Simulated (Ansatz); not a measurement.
# Hf under changes of volume

One of the cells (21.882 Å³/atom); the others are scaled copies at fixed shape and fractional positions:

```xyz
1
Lattice="0.0000 2.2200 2.2200 2.2200 0.0000 2.2200 2.2200 2.2200 0.0000" Properties=species:S:1:pos:R:3 pbc="T T T"
Hf    0.0000    0.0000    0.0000
```

This isn't the form of Hf at room conditions, which is hcp.

| Quantity | Value |
| --- | --- |
| Program | Ansatz 0.2.0 |
| Functional | LDA |
| Potentials or basis | Ansatz PAW |
| Cutoff | 420 eV (not typed: the program's choice for these potentials) |
| k mesh | 10 × 10 × 10 |
| Occupations | fermi-dirac, width 0.05 eV |
| Spin | no spin polarisation |

```tsv
volume (Å³/atom)	energy over the lowest point (meV/atom)	pressure (GPa)
20.569	0.00	1.1
21.007	?	?
21.444	7.10	-3.7
21.882	20.04	-5.7
22.320	38.51	-7.6
22.757	61.97	-9.3
23.195	89.90	-10.9
```

**Question.** What does the run at 21.007 Å³/atom give?

**Answer.** Energy over the lowest point 0.22 meV/atom; pressure -1.4 GPa.

Worked out: A Birch-Murnaghan fit of order 3 (a polynomial in V^(-2/3)) to the other rows has its minimum at 20.77 Å³/atom with B0 = V·E''(V) = 123 GPa and B' = 3.7. It gives 0.20 meV/atom at 21.007 Å³/atom, against the run's 0.22, and -dE/dV = -1.3 GPa, against -1.4.

Energies are extrapolated to zero smearing.

Caveats: the PAW data sets come from PBE, with cores solved anew for the run's functional, which leaves a small shift of forces and pressure.
